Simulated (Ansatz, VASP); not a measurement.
**Two plane-wave programs on KTaO3**

```xyz
5
Lattice="4.0699 0.0000 0.0000 0.0000 4.0699 0.0000 0.0000 0.0000 4.0699" Properties=species:S:1:pos:R:3 pbc="T T T"
K     0.0000    0.0000    0.0000
Ta    2.0350    2.0350    2.0350
O     2.0350    2.0350    0.0000
O     2.0350    0.0000    2.0350
O     0.0000    2.0350    2.0350
```

Change from the starting cell: hydrostatic strain +2.0%.

Alike in both runs: task single point; functional r2SCAN; k mesh 6 × 6 × 6; no spin polarisation.

|  | VASP | Ansatz |
| --- | --- | --- |
| version | VASP 6.6.1 | Ansatz 0.2.0 |
| potentials or method | VASP PAW PBE potentials, release 64 (K_sv, Ta_pv, O) | plane waves, PAW |
| plane-wave cutoff (eV) | 520 | 500 |
| occupations | gaussian, width 0.01 eV | fixed |
| valence electrons in the cell | 38 | 40 |

Ansatz gave:

```
gap on the k mesh at the Fermi level (eV) : 2.47
pressure (GPa)                            : -10.9
```

Estimate VASP's values.

gap on the k mesh at the Fermi level (eV): 2.44; pressure (GPa): -10.2.

The two sets of potentials don't hold the same shells in valence.

Caveats: the PAW data sets were made with another functional, which shifts forces and pressure a little (VASP); spin-orbit coupling is left out, which moves the levels of the heavy elements. A k mesh can miss the band edges.
